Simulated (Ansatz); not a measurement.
The system is Al.

```
Al
1.0
     0.00000    2.02481    2.02481
     2.02481    0.00000    2.02481
     2.02481    2.02481    0.00000
Al
1
Direct
  0.00000 0.00000 0.00000
```

Base run:

* Program: Ansatz 0.2.0
* Functional: revPBE
* Potentials or basis: Ansatz PAW
* Cutoff: 420 eV (not typed: the program's choice for these potentials)
* k mesh: 11 × 11 × 11
* Occupations: fermi-dirac, width 0.05 eV
* Spin: no spin polarisation

Its results: band gap on the k mesh none (metal or under the smearing width); pressure 0.7 GPa.

Task: The run is repeated on the same cell with these changes: functional from revPBE to BLYP. What comes out?

Result: Band gap on the k mesh none (metal or under the smearing width); pressure 3.0 GPa.

Caveats: the PAW data sets come from PBE, with cores solved anew for the run's functional, which leaves a small shift of forces and pressure.
